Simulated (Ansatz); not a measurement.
Trial structures of Ga3Se: starts and ends

The calculation used Ansatz 0.2.0, DFT PBE, scalar-relativistic, plane waves, PAW. All cells share a 420 eV cutoff and Γ-centred k meshes spaced at most about 0.3 Å⁻¹ (about 0.25 or finer for metals, 2π included). No spin polarisation in the final relaxations.

Each guess was relaxed in cell and atoms at zero pressure, within the symmetry of its start. All energies are static (0 K, no zero-point motion). Coordination counts Ga atoms around Se (those within 1.25 times the shortest such distance or 1.15 times the sum of covalent radii, 1.27 where that leaves under three; the shortest distance is added where it exceeds 1.18 times the sum of covalent radii).

| guess | made from | start group | V start (Å³/atom) | end group | V end (Å³/atom) | coordination at the end | gap on mesh (eV) | E over the lowest end (meV/atom) |
| --- | --- | --- | --- | --- | --- | --- | --- | --- |
| 1 | random cell | P4/mmm | 25.5 | ? | ? | ? | ? | ? |
| 2 | random cell | P4mm | 25.6 | P4mm | 28.1 | Se 5 | 0 | 162 |
| 3 | random cell | R-3m | 25.5 | R-3m | 20.9 | Se 6 | 0 | 0 |
| 4 | a Materials Project cell | Pm-3m | 21.8 | Pm-3m | 21.4 | Se 12 from 3.1 Å | 0 | 102 |

Guess 1 as it starts:

```
CELL_PARAMETERS angstrom
3.95760 0.00000 0.00000
0.00000 3.95760 0.00000
0.00000 0.00000 6.50995
ATOMIC_POSITIONS crystal
Ga 0.50000 0.50000 0.00000
Ga 0.00000 0.00000 0.83667
Ga 0.00000 0.00000 0.16333
Se 0.00000 0.00000 0.50000
```

Task: Fill in the missing row: what does this guess relax into, and where does it rank?

Result: It ends in space group P4/mmm (No. 123), with a = 2.793 Å, c = 10.468 Å, 20.4 Å³/atom and no gap. It lies 167 meV/atom over the lowest end, within the noise of guess 2 and so the highest of the set. Counting Ga atoms around Se, this end has Se 2 and the lowest (guess 3) has Se 6.

```cif
data_structure
_symmetry_space_group_name_H-M 'P4/mmm'
_symmetry_Int_Tables_number 123
_cell_length_a 2.7926
_cell_length_b 2.7926
_cell_length_c 10.4678
_cell_angle_alpha 90.000
_cell_angle_beta 90.000
_cell_angle_gamma 90.000
_cell_volume 81.64
loop_
_atom_site_label
_atom_site_type_symbol
_atom_site_symmetry_multiplicity
_atom_site_Wyckoff_symbol
_atom_site_fract_x
_atom_site_fract_y
_atom_site_fract_z
_atom_site_occupancy
Ga1 Ga 1 c 0.50000 0.50000 0.00000 1
Ga2 Ga 2 g 0.00000 0.00000 0.77120 1
Se1 Se 1 b 0.00000 0.00000 0.50000 1
```

Energies over the elements count from the elements' standard structures at the same level, with no fitted energy shifts.

Task: Is the lowest end bound against the elements?

Result: Yes: its formation energy is −0.15 eV/atom. A negative formation energy is needed for stability but isn't enough: competing phases decide.

For metals, differences of a few meV/atom aren't resolved. In R-3m, Pm-3m, P4mm, P4/mmm an odd number of electrons in the primitive cell allows no gap without spin; a larger cell or a magnetic state could open one. A magnetic state wasn't ruled out in cells without spin, among them Pm-3m. The reference form of Se is held partly by dispersion forces, which this level lacks. Cells relaxed within their symmetry can be saddle points. Some types were kept out of the candidates beforehand, so the set may lack a known form.

The R-3m end is clearly favoured, while the two tetragonal ends can't be ranked against each other despite their very different volumes. Neither density nor the number of Ga neighbours alone orders the set: Pm-3m has the most Ga around Se, but only at distances too long for strong Ga–Se bonds. Sixfold contact in R-3m probably offers a better compromise between polar Ga–Se bonding and the Ga–Ga bonding that so Ga-rich a composition requires.

The P4/mmm end shows the opposite failure. Its short a axis places Se in a square net with Se–Se separations of 2.793 Å, stretched well beyond a normal single bond, and leaves each Se only two rather distant Ga neighbours. Se–Se contacts are a poor use of the anion when Ga is in excess.

Se can accept only a small part of the Ga valence electrons, so the rest stay in Ga–Ga states, consistent with metallic behaviour. The negative formation energy therefore doesn't make Ga3Se a likely compound: separation into layered GaSe and elemental Ga is the obvious competing route.
